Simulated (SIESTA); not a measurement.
TaN:

```xyz
2
Lattice="0.0000 2.2113 2.2113 2.2113 0.0000 2.2113 2.2113 2.2113 0.0000" Properties=species:S:1:pos:R:3 pbc="T T T"
Ta    2.2113    2.2113    2.2113
N     0.0000    0.0000    0.0000
```

The cell comes from a database or a generator and needn't be the stable form of this composition.

Base run:

```yaml
Program: SIESTA 5.4.2
Functional: AM05
Potentials_or_basis: PseudoDojo 0.4 standard (PBEsol files)
Basis: DZP (energy shift 0.003 Ry; two zetas on semicore shells)
Grid_cutoff: 800 Ry
Energy_shift: 0.003 Ry
k_mesh: 10 × 10 × 10
Occupations: fermi-dirac, width 0.05 eV
Spin: no spin polarisation
```

Its results: band gap on the k mesh none (metal or under the smearing width); pressure -5.9 GPa.

The run is repeated on the same cell with these changes: functional from AM05 to LDA; potentials or basis from PseudoDojo 0.4 standard (PBEsol files) to PseudoDojo 0.4 standard (LDA files). What comes out?

Band gap on the k mesh none (metal or under the smearing width); pressure -12.5 GPa.

Caveats: short orbitals over semicore shells can move pressures by several GPa; spin-orbit coupling is left out, which moves the levels of the heavy elements; the basis of atomic orbitals isn't converged, which shifts pressures, moduli and gaps; the potentials were made for another functional, which shifts forces and pressure (some runs).
